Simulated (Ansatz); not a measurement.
## Pressure against volume: La2O3

```yaml
crystal:
  lattice:
    - [3.93000, 0.00000, 0.00000]
    - [-1.96500, 3.40348, 0.00000]
    - [0.00000, 0.00000, 6.12000]
  atoms:
    - { symbol: La, position: [0.33333, 0.66667, 0.25000] }
    - { symbol: La, position: [0.66667, 0.33333, 0.75000] }
    - { symbol: O, position: [0.25000, 0.25000, 0.00000] }
    - { symbol: O, position: [0.75000, 0.00000, 0.00000] }
    - { symbol: O, position: [0.00000, 0.75000, 0.00000] }
```

The conventional cell has a = 3.930 Å, b = 3.930 Å, c = 6.120 Å, α = 90.00°, β = 90.00°, γ = 120.00°. La (atom 1) has 3 O at 2.14 Å as nearest neighbours. O (atom 3) is surrounded by 2 O at 1.70 Å.

The cell comes from COD entry 1010278, which wasn't checked; take it as a given geometry. It is an old determination, and later ones may differ.

No spin–orbit coupling, which matters for the heavy atoms here.

All numbers are computed: DFT, PBEsol, all-electron LAPW, scalar-relativistic (Ansatz 0.2.0); DFT, PBEsol, PAW with Ansatz's default frozen-core files, scalar-relativistic (Ansatz 0.2.0).

For LAPW: a Γ-centred 6×6×4 k mesh, Fermi–Dirac smearing of 0.02 eV, basis error target 1 meV/atom, no spin polarisation; the mesh is coarse along some axis. PAW takes a cutoff of 420 eV at this cell (files made with PBE, cores remade for this functional). The Ansatz runs share mesh, smearing and spin set-up. Plane-wave (PAW) pressures include the program's estimate of the Pulay term.

The cell above is scaled evenly, with fractional coordinates and shape held.

```csv
V/V(cell),V (Å³/atom),"P, LAPW (GPa)","P, PAW (GPa)","free energy over the lowest listed, PAW (meV/atom)"
0.9400,15.390,49.54,49.67,451.1
0.9600,15.717,44.76,44.87,354.6
0.9800,16.044,40.33,40.42,267.5
0.9900,16.208,38.25,38.33,227.2
1.0000,16.372,36.24,36.32,189.1
1.0100,16.536,34.31,34.39,153.0
1.0200,16.699,32.46,32.53,118.8
1.0400,17.027,28.97,29.03,56.0
1.0600,17.354,25.75,25.80,0.0
```
